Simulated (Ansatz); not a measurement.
# A series in volume per atom on Zn

Equation of state of a cubic crystal from periodic Kohn-Sham density functional theory without spin; pressure corrected for the finite basis. The results are calculated, by Ansatz 0.2.0 development build.

Cell of the first row (space group Fm-3m, No. 225):
```
Zn
1.0
      0.0000     1.9102     1.9102
      1.9102     0.0000     1.9102
      1.9102     1.9102     0.0000
Zn
1
Direct
  0.00000 0.00000 0.00000
```

Settings of every row: formula Zn; structure type fcc; functional r2SCAN; spin treatment none; k mesh 15x15x15; occupation method fermi-dirac; occupation width 0.1 eV; wave cutoff 500 eV; datasets soft-1 PAW; density cutoff ratio 4.

Limits: a cubic model structure, not a phase known at ambient conditions.

| row | volume per atom (Å³) | energy above lowest point (meV/atom) | pressure (GPa) |
| --- | --- | --- | --- |
| 1 | 13.94 | 2.27 | 2.328 |
| 2 | 14.395 | 0 | -0.627 |
| 3 | 14.85 | 5.33 | -3.05 |
| 4 | 15.304 | ? | ? |
| 5 | 15.759 | 33.53 | -6.646 |

Question: what energy above lowest point and pressure should row 4 give?

Worked fit of energy above lowest point. Take u = (V_r/V)^(2/3) − 1 with V_r = 14.622 Å³ an atom, which is twice the finite (Eulerian) strain; such expansions in the strain, on which the Birch-Murnaghan equation of state is built, carry the rest volume and the bulk modulus. The shown rows have u = 0.03236, 0.01049, -0.01026, -0.0487. Least squares give energy above lowest point = 1.82 − 252.17 × u + 8197 × u² meV/atom; a straight line predicts inner rows, each left out in turn, worse (root mean square 8.5 against 0.15 meV/atom). The rows lie off it by 0.03, -0.08, 0.06, -0.01 (root mean square 0.052 meV/atom). Its lowest point lies at u = 0.0154, or V = 14.29 Å³ an atom, and the curvature there gives the bulk modulus at fixed shape and fractions, B = (4/9)(1 + u)² E″(u)/V = 84.2 GPa. The withheld row has u = -0.02993, so the fit gives 1.82 − 252.17 × (-0.02993) + 8197 × (-0.02993)² = 16.71 meV/atom.

The calculation gave 16.89 meV/atom. The fit lies 0.18 meV/atom (1.1 % of the value, 0.54 % of the column's range) below it; its largest miss of a shown row is 0.08 meV/atom.

Worked fit of pressure. Take u = (V_r/V)^(2/3) − 1 with V_r = 14.622 Å³ an atom, which is twice the finite (Eulerian) strain; such expansions in the strain, on which the Birch-Murnaghan equation of state is built, carry the rest volume and the bulk modulus. The shown rows have u = 0.03236, 0.01049, -0.01026, -0.0487. Least squares give pressure = −1.8949 + 117.293 × u + 405.66 × u² GPa; a straight line predicts inner rows, each left out in turn, worse (root mean square 0.42 against 0.014 GPa). The rows lie off it by 0.003, -0.007, 0.006, -0.001 (root mean square 0.0049 GPa). The pressure vanishes at u = 0.0153, or V = 14.29 Å³ an atom, and there the bulk modulus at fixed shape and fractions is B = −V dP/dV = (2/3)(1 + u) dP/du = 87.8 GPa. The withheld row has u = -0.02993, so the fit gives −1.8949 + 117.293 × (-0.02993) + 405.66 × (-0.02993)² = -5.042 GPa.

The calculation gave -5.032 GPa. The fit lies 0.010 GPa (0.11 % of the column's range) below it; its largest miss of a shown row is 0.007 GPa.
